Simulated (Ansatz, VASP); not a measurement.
**HfB in VASP and in Ansatz**

```
CELL_PARAMETERS angstrom
0.00000 2.39356 2.39356
2.39356 0.00000 2.39356
2.39356 2.39356 0.00000
ATOMIC_POSITIONS crystal
Hf 0.50000 0.50000 0.50000
B 0.00000 0.00000 0.00000
```

Alike in both runs: functional revPBE; dispersion D3(BJ); k mesh 5 × 5 × 5; no spin polarisation.

Ansatz relaxed the structure, and its values are those at the end. VASP's run is a single point on that final structure, the one shown.

|  | VASP | Ansatz |
| --- | --- | --- |
| version | VASP 6.6.1 | Ansatz 0.2.0 |
| potentials or method | VASP PAW PBE potentials, release 64 (Hf_pv, B) | plane waves, PAW |
| plane-wave cutoff (eV) | 520 | 530 |
| occupations | methfessel-paxton of order 1, width 0.1 eV | cold |
| valence electrons in the cell | 13 | 29 |

```tsv
	VASP	Ansatz	Ansatz less VASP
pressure (GPa)	0.1	0.0	-0.14
dispersion energy (meV/atom)	-657.1	-657.2	-0.12
```

The two sets of potentials don't hold the same shells in valence.

Caveats: the k mesh is coarse (spacing up to 0.45 Å⁻¹), so the values aren't converged; the PAW data sets were made with another functional, which shifts forces and pressure a little (VASP); pairwise dispersion overbinds metals, which lowers pressure and volume. The runs have no spin-orbit coupling, so splittings on Hf are missing.
